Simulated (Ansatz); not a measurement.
Relaxed (100) slab cut from Ti (space group Im-3m (No. 229)); the slab's formula is Ti, its outer planes Ti (top) and Ti (bottom):

```xyz
7
Lattice="3.2518 0.0000 0.0000 0.0000 3.2518 0.0000 0.0000 0.0000 24.7554" Properties=species:S:1:pos:R:3 pbc="T T T"
Ti    1.6259    1.6259    7.6111
Ti    0.0000    0.0000    9.1370
Ti    1.6259    1.6259   10.7506
Ti    0.0000    0.0000   12.3777
Ti    1.6259    1.6259   14.0048
Ti    0.0000    0.0000   15.6184
Ti    1.6259    1.6259   17.1442
```

All numbers below come from DFT r2SCAN, scalar-relativistic, plane waves, PAW in Ansatz. Settings: cutoff 500 eV, Γ-centred mesh 11×11×1 on the computed 7-atom cell, Gaussian smearing of 0.10 eV; no spin polarisation. A dipole correction removes the field between periodic images along c.

The potential is the smooth part; its values at the atoms depend on the PAW datasets.

(1) How does the plane-averaged electrostatic potential energy of an electron run along c, counted from the Fermi level?

Answers

(1) z (Å), V (eV) and a bar:
```
     2.84       3.21 ##############################
     3.09       3.21 ##############################
     3.35       3.21 ##############################
     3.61       3.21 ##############################
     3.87       3.20 ##############################
     4.13       3.20 ##############################
     4.38       3.19 ##############################
     4.64       3.17 ##############################
     4.90       3.13 ##############################
     5.16       3.07 ##############################
     5.42       2.96 #############################
     5.67       2.76 #############################
     5.93       2.43 ############################
     6.19       1.87 ###########################
     6.45       0.94 ########################
     6.70      -0.75 ####################
     6.96      -3.68 ############
     7.22      -6.45 #####
     7.48      -8.05 #
     7.74      -8.37
     7.99      -7.57 ##
     8.25      -6.30 #####
     8.51      -6.14 ######
     8.77      -7.16 ###
     9.03      -7.91 #
     9.28      -7.81 #
     9.54      -6.81 ####
     9.80      -5.36 ########
    10.06      -5.28 ########
    10.31      -6.73 ####
    10.57      -7.84 #
    10.83      -8.01 #
    11.09      -7.21 ###
    11.35      -5.67 #######
    11.60      -4.97 #########
    11.86      -6.17 ######
    12.12      -7.56 ##
    12.38      -8.07 #
    12.64      -7.56 ##
    12.89      -6.17 ######
    13.15      -4.97 #########
    13.41      -5.67 #######
    13.67      -7.21 ###
    13.92      -8.01 #
    14.18      -7.84 #
    14.44      -6.73 ####
    14.70      -5.28 ########
    14.96      -5.36 ########
    15.21      -6.81 ####
    15.47      -7.81 #
    15.73      -7.91 #
    15.99      -7.16 ###
    16.25      -6.14 ######
    16.50      -6.30 #####
    16.76      -7.57 ##
    17.02      -8.37
    17.28      -8.05 #
    17.54      -6.45 #####
    17.79      -3.68 ############
    18.05      -0.75 ####################
    18.31       0.94 ########################
    18.57       1.87 ###########################
    18.82       2.43 ############################
    19.08       2.76 #############################
    19.34       2.96 #############################
    19.60       3.07 ##############################
    19.86       3.13 ##############################
    20.11       3.17 ##############################
    20.37       3.19 ##############################
    20.63       3.20 ##############################
    20.89       3.20 ##############################
    21.15       3.21 ##############################
    21.40       3.21 ##############################
    21.66       3.21 ##############################
    21.92       3.21 ##############################
```

The vacuum level lies 3.21 eV above the Fermi level.

The reference crystal is the bcc form of Ti, which isn't its usual structure.

Cost: 1 run of about 1.4 core-minutes, on AMD EPYC 9R45 (Zen 5) (shared hosts).